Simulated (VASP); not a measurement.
# SrTiO3 (Tausonite) (Pm-3m) in VASP: notebook, part 2 of 2

VASP 6.6.1. The steps go on from the part before.

### 3 Relaxation of cell and atoms, PBE+D3(BJ)

This run uses another cell than the first one, of 11.99 Å³/atom, 1.006 times its volume.

INCAR

```
PREC = Accurate ; ENCUT = 600
EDIFF = 1E-7 ; ISMEAR = 0
SIGMA = 0.03 ; LREAL = F
LASPH = T ; NELM = 80
ALGO = Normal ; ISIF = 3
LWAVE = F ; LCHARG = F
GGA = PE ; IVDW = 12
IBRION = 2 ; NSW = 90
EDIFFG = -0.005
```

KPOINTS

```
Automatic mesh
0
Gamma
  8 8 8
```

POSCAR

```
SrTiO3                                  
1.0
    3.9133221018     -0.0000000000     -0.0000000000
   -0.0000000000      3.9133221018     -0.0000000000
    0.0000000000      0.0000000000      3.9133221018
  Sr              Ti              O             
     1     1     3
Direct
     0.5000000000000000    0.5000000000000000    0.5000000000000000
     0.0000000000000000    0.0000000000000000    0.0000000000000000
     0.5000000000000000    0.0000000000000000    0.0000000000000000
     0.0000000000000000    0.5000000000000000    0.0000000000000000
     0.0000000000000000    0.0000000000000000    0.5000000000000000
```

Potentials or basis: VASP PAW PBE potentials, release 64 (Sr_sv, Ti_sv, O).

The run is started by

```sh
cat potpaw_PBE.64/Sr_sv/POTCAR potpaw_PBE.64/Ti_sv/POTCAR potpaw_PBE.64/O/POTCAR > POTCAR
mpirun -np 1 vasp_std > vasp.out
```

OUTCAR:

```text
PREC = Accurate
   ENCUT = 600
   EDIFF = 1E-7
   ISMEAR = 0
   LREAL = F
   LASPH = T
   NELM = 80
   ISIF = 3
   GGA = PE
   IVDW = 12
   IBRION = 2
   NSW = 90
   EDIFFG = -0.005
 IVDW          = 12

 ion  position               nearest neighbor table
   1  0.500  0.500  0.500-   3 2.77   4 2.77   5 2.77   3 2.77   4 2.77   3 2.77   5 2.77   3 2.77
                             4 2.77   5 2.77   4 2.77   5 2.77   2 3.39   2 3.39   2 3.39   2 3.39
[... 863 lines left out ...]
  --------------------------------------------------------------------------------------
  -------------------------------------------------------------------------------------
  Total      -0.00734    -0.00734    -0.00734     0.00000     0.00000     0.00000
  in kB      -0.19633    -0.19633    -0.19633     0.00000     0.00000     0.00000
  external pressure =       -0.20 kB  Pullay stress =        0.00 kB

 VOLUME and BASIS-vectors are now :
 -----------------------------------------------------------------------------
  energy-cutoff  :      600.00
  volume of cell :       59.93
      direct lattice vectors                 reciprocal lattice vectors
     3.913322102  0.000000000  0.000000000     0.255537360  0.000000000  0.000000000
     0.000000000  3.913322102  0.000000000     0.000000000  0.255537360  0.000000000
     0.000000000  0.000000000  3.913322102     0.000000000  0.000000000  0.255537360

 POSITION                                       TOTAL-FORCE (eV/Angst)
 -----------------------------------------------------------------------------------
      1.95666      1.95666      1.95666         0.000000      0.000000      0.000000
      0.00000      0.00000      0.00000         0.000000      0.000000      0.000000
      1.95666      0.00000      0.00000         0.000000      0.000000      0.000000
      0.00000      1.95666      0.00000         0.000000      0.000000      0.000000
      0.00000      0.00000      1.95666         0.000000      0.000000      0.000000
 -----------------------------------------------------------------------------------
    total drift:                                0.000000      0.000000     -0.000000

  FREE ENERGIE OF THE ION-ELECTRON SYSTEM (eV)
  ---------------------------------------------------
  free  energy   TOTEN  =       -41.4130609952 eV

  energy  without entropy=      -41.4130609952  energy(sigma->0) =      -41.41306100

 reached required accuracy - stopping structural energy minimisation
```

CONTCAR:

```text
SrTiO3
   1.00000000000000
     3.9133221018000000    0.0000000000000000    0.0000000000000000
     0.0000000000000000    3.9133221018000000    0.0000000000000000
     0.0000000000000000    0.0000000000000000    3.9133221018000000
  Sr              Ti              O
     1     1     3
Direct
     0.5000000000000000    0.5000000000000000    0.5000000000000000
     0.0000000000000000    0.0000000000000000    0.0000000000000000
     0.5000000000000000    0.0000000000000000    0.0000000000000000
     0.0000000000000000    0.5000000000000000    0.0000000000000000
     0.0000000000000000    0.0000000000000000    0.5000000000000000

  0.00000000E+00  0.00000000E+00  0.00000000E+00
  0.00000000E+00  0.00000000E+00  0.00000000E+00
  0.00000000E+00  0.00000000E+00  0.00000000E+00
  0.00000000E+00  0.00000000E+00  0.00000000E+00
  0.00000000E+00  0.00000000E+00  0.00000000E+00
```

It took 25 s on 1 thread of Intel Xeon 6975P-C (Granite Rapids), shared host; peak memory 0.22 GiB.

Results:

```
Free energy                : -41.4131 eV
Pressure after relaxing    : 0.0 GPa
Band gap on the k mesh     : 1.85 eV, indirect (least direct gap 2.20 eV)
Dispersion energy per atom : -0.264 eV
```

Final structure:
```cif
data_structure
_symmetry_space_group_name_H-M 'P 1'
_symmetry_Int_Tables_number 1
_cell_length_a 3.9133
_cell_length_b 3.9133
_cell_length_c 3.9133
_cell_angle_alpha 90.000
_cell_angle_beta 90.000
_cell_angle_gamma 90.000
_cell_volume 59.93
loop_
_atom_site_label
_atom_site_type_symbol
_atom_site_fract_x
_atom_site_fract_y
_atom_site_fract_z
_atom_site_occupancy
Sr1 Sr 0.50000 0.50000 0.50000 1
Ti1 Ti 0.00000 0.00000 0.00000 1
O1 O 0.50000 0.00000 0.00000 1
O2 O 0.00000 0.50000 0.00000 1
O3 O 0.00000 0.00000 0.50000 1
```

Caveat: the relaxation stopped at its first step, so nothing moved. PBE gaps usually lie below the measured ones, often by a third to a half.

### 4 Relaxation of cell and atoms, PBEsol, target pressure 5 GPa, at which the enthalpy is minimised

INCAR

```
PREC = Accurate
ENCUT = 600
EDIFF = 1E-6
ISMEAR = 0
SIGMA = 0.03
LREAL = False
LASPH = True
NELM = 80
ALGO = Normal
ISIF = 3
LWAVE = False
LCHARG = False
GGA = PS
IBRION = 2
NSW = 90
EDIFFG = -0.01
PSTRESS = 50.0
```

KPOINTS is that of step 3.

POSCAR

```
SrTiO3
1.0
    3.9052800000      0.0000000000      0.0000000000
    0.0000000000      3.9052800000      0.0000000000
    0.0000000000      0.0000000000      3.9052800000
Sr Ti O
1 1 3
Direct
    0.5000000000      0.5000000000      0.5000000000
    0.0000000000      0.0000000000      0.0000000000
    0.5000000000      0.0000000000      0.0000000000
    0.0000000000      0.5000000000      0.0000000000
    0.0000000000      0.0000000000      0.5000000000
```

Potentials or basis: VASP PAW PBE potentials, release 64 (Sr_sv, Ti_sv, O).

The run is started by

```sh
cat potpaw_PBE.64/Sr_sv/POTCAR potpaw_PBE.64/Ti_sv/POTCAR potpaw_PBE.64/O/POTCAR > POTCAR
mpirun -np 1 vasp_std > vasp.out
```

OUTCAR:

```text
PREC = Accurate
   ENCUT = 600
   EDIFF = 1E-6
   ISMEAR = 0
   LREAL = False
   LASPH = True
   NELM = 80
   ISIF = 3
   GGA = PS
   IBRION = 2
   NSW = 90
   EDIFFG = -0.01
   PSTRESS = 50.0

 ion  position               nearest neighbor table
   1  0.500  0.500  0.500-   3 2.76   4 2.76   5 2.76   3 2.76   4 2.76   3 2.76   5 2.76   3 2.76
                             4 2.76   5 2.76   4 2.76   5 2.76   2 3.38   2 3.38   2 3.38   2 3.38
   2  0.000  0.000  0.000-   3 1.95   4 1.95   5 1.95   5 1.95   4 1.95   3 1.95   1 3.38   1 3.38
                             1 3.38   1 3.38   1 3.38   1 3.38   1 3.38   1 3.38
   3  0.500  0.000  0.000-   2 1.95   2 1.95   1 2.76   1 2.76   1 2.76   1 2.76
   4  0.000  0.500  0.000-   2 1.95   2 1.95   1 2.76   1 2.76   1 2.76   1 2.76
   5  0.000  0.000  0.500-   2 1.95   2 1.95   1 2.76   1 2.76   1 2.76   1 2.76

  LATTYP: Found a simple cubic cell.
 ALAT       =     3.9052800000

[... 277 lines left out ...]
  ---------------------------------------------------
  free energy    TOTEN  =       -42.00103135 eV

  energy without entropy =      -42.00103135  energy(sigma->0) =      -42.00103135

 E-fermi :   4.5958     XC(G=0): -11.7177

 val. band max:        4.3007254570   @ k =   0.5000   0.5000   0.5000
 cond. band min:       6.1595636199   @ k =   0.0000   0.0000   0.0000
 fundamental gap:      1.8588381629
 Fermi energy:         4.5958052900

 k-point     1 :       0.0000    0.0000    0.0000
  band No.  band energies     occupation
      1     -51.7615      2.00000
      2     -28.2453      2.00000
      3     -28.1479      2.00000
      4     -28.1479      2.00000
      5     -28.1479      2.00000
      6     -13.1806      2.00000
[... 637 lines left out ...]
     23       8.6261      0.00000
     24      10.3961      0.00000

 [... further k-points ...]

------------------------ aborting loop because EDIFF is reached ----------------------------------------

  FORCE on cell =-STRESS in cart. coord.  units (eV):
  Direction    XX          YY          ZZ          XY          YZ          ZX
  --------------------------------------------------------------------------------------
  -------------------------------------------------------------------------------------
  Total        1.7736636      1.7736636      1.7736636      0.0000000      0.0000000      0.0000000
  in kB       49.3364550     49.3364550     49.3364550      0.0000000      0.0000000      0.0000000
  external PRESSURE =      -0.6635450 kB  Pullay stress =      50.0000000 kB
[... 24 lines left out ...]
  energy  without entropy=      -42.0010313471  energy(sigma->0) =      -42.00103135

  enthalpy is  TOTEN    =       -40.2035130326 eV   P V=        1.7975183145

 reached required accuracy - stopping structural energy minimisation
```

OSZICAR:

```text
N       E                     dE             d eps       ncg     rms          rms(c)
DAV:   1     0.462835554140E+03    0.46284E+03   -0.23010E+04  1680   0.200E+03
DAV:   2    -0.123670565875E+01   -0.46407E+03   -0.45618E+03  2024   0.516E+02
DAV:   3    -0.492031574762E+02   -0.47966E+02   -0.45562E+02  2088   0.154E+02
[... 33 lines left out ...]
DAV:   6    -0.420002188695E+02   -0.24049E-02   -0.51252E-03  2376   0.421E-01    0.251E-01
DAV:   7    -0.420009673880E+02   -0.74852E-03   -0.19173E-03  2680   0.223E-01    0.602E-02
DAV:   8    -0.420010140916E+02   -0.46704E-04   -0.94627E-05  2048   0.710E-02    0.243E-02
DAV:   9    -0.420010308720E+02   -0.16780E-04   -0.62581E-05  2568   0.633E-02    0.860E-03
DAV:  10    -0.420010313471E+02   -0.47514E-06   -0.67264E-06  1720   0.171E-02
   3 F= -.40203513E+02 E0= -.40203513E+02  d E =-.412046E-01
```

It took 87 s on 1 thread of Intel Xeon Platinum 8375C at 2.90GHz (Ice Lake), shared host; peak memory 0.23 GiB.

What came out:

| Quantity | Value |
| --- | --- |
| Free energy | -42.0010 eV |
| Relaxed volume | 11.52 Å³/atom |
| Relaxed cell | a = 3.862 Å, b = 3.862 Å, c = 3.862 Å, α = 90.00°, β = 90.00°, γ = 90.00° |
| Space group after relaxing (to 0.05 Å) | Pm-3m (No. 221) |
| Energy change on relaxing (the enthalpy is what falls) | +4.0 meV/atom |
| Ionic steps | 3 |
| Pressure after relaxing | 4.9 GPa |
| Band gap on the k mesh | 1.86 eV, indirect (least direct gap 2.20 eV) |

The path:
| step | energy change (eV) | largest force (eV/Å) | pressure (GPa) | volume (Å³) |
| --- | --- | --- | --- | --- |
| 1 | 0.0000 | 0.0000 | -1.52 | 59.56 |
| 2 | 0.1390 | 0.0000 | 13.32 | 55.48 |
| 3 | 0.0200 | 0.0000 | 4.93 | 57.60 |

Final structure:
```
Sr Ti O
1.0
     3.86193    0.00000    0.00000
     0.00000    3.86193    0.00000
     0.00000    0.00000    3.86193
Sr Ti O
1 1 3
Direct
  0.50000 0.50000 0.50000
  0.00000 0.00000 0.00000
  0.50000 0.00000 0.00000
  0.00000 0.50000 0.00000
  0.00000 0.00000 0.50000
```

Caveat: the cell is relaxed towards a set pressure, so the enthalpy falls and the energy may rise; the PAW data sets were made with another functional, which shifts forces and pressure a little.
